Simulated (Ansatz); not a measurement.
Crystal: Tc.

```xyz
2
Lattice="2.7400 0.0000 0.0000 -1.3700 2.3729 0.0000 0.0000 0.0000 4.3980" Properties=species:S:1:pos:R:3 pbc="T T T"
Tc    1.3700    0.7910    3.2985
Tc    0.0000    1.5819    1.0995
```

```yaml
Program: Ansatz 0.2.0
Task: relaxation of cell and atoms
Functional: PBEsol
Dispersion: D3(BJ)
Potentials_or_basis: Ansatz PAW earlier set
Cutoff: "500 eV (not typed: the program's choice for these potentials)"
k_mesh: 11 × 11 × 6
Occupations: fermi-dirac, width 0.05 eV
Spin: no spin polarisation
```

At the start: volume 14.30 Å³/atom.

Problem. How do energy, volume and symmetry change on relaxing?

Solution. It ends after 6 steps and the volume is 13.69 Å³/atom (-4.2 %); space group P6_3/mmc (No. 194, to 0.05 Å).

Step by step:
```tsv
step	energy change (eV)	largest force (eV/Å)	volume (Å³)
1	0.0000	0.0000	28.59
2	-0.0524	0.0000	27.52
3	-0.0531	0.0000	27.39
4	-0.0530	0.0000	27.39
5	-0.0530	0.0000	27.39
6	-0.0530	0.0000	27.39
```

Final structure:
```
Tc
1.0
     2.70106    0.00000    0.00000
    -1.35053    2.33918    0.00000
     0.00000    0.00000    4.33449
Tc
2
Direct
  0.66667 0.33333 0.75000
  0.33333 0.66667 0.25000
```

Caveat: the plane-wave basis is chosen anew once the cell has moved, so the energies of steps on either side of that aren't comparable; pairwise dispersion overbinds metals, which lowers pressure and volume; the PAW data sets come from PBE, with cores solved anew for the run's functional, which leaves a small shift of forces and pressure.
